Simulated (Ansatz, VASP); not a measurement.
# HfB2 in VASP and in Ansatz

```
Hf B
1.0
     3.07590    0.00000    0.00000
    -1.53795    2.66381    0.00000
     0.00000    0.00000    3.40896
Hf B
1 2
Cartesian
  0.0000 0.0000 0.0000
  1.5380 0.8879 1.7045
  0.0000 1.7759 1.7045
```

Change from the starting cell: volume scaled by 0.94.

Alike in both runs: task single point; functional PBEsol; k mesh 10 × 10 × 8; occupations fermi-dirac, width 0.05 eV; no spin polarisation.

```csv
,VASP,Ansatz
version,VASP 6.6.1,Ansatz 0.2.0
potentials or method,"VASP PAW PBE potentials, release 64 (Hf_pv, B)",Ansatz PAW
plane-wave cutoff (eV),520,420
valence electrons in the cell,16,32
```

|  | VASP | Ansatz | Ansatz less VASP |
| --- | --- | --- | --- |
| gap on the k mesh at the Fermi level (eV) | none | none | - |
| pressure (GPa) | 12.9 | 12.8 | -0.13 |
| largest component of the traceless stress (GPa) | 1.67 | 1.99 | +0.319 |

A gap of «none» marks a metal or a gap that the smearing closes. The two sets of potentials don't hold the same shells in valence.

Caveats: the PAW data sets were made with another functional, which shifts forces and pressure a little (VASP); the PAW data sets come from PBE, with cores solved anew for the run's functional, which leaves a small shift of forces and pressure (Ansatz). The runs have no spin-orbit coupling, so splittings on Hf are missing.
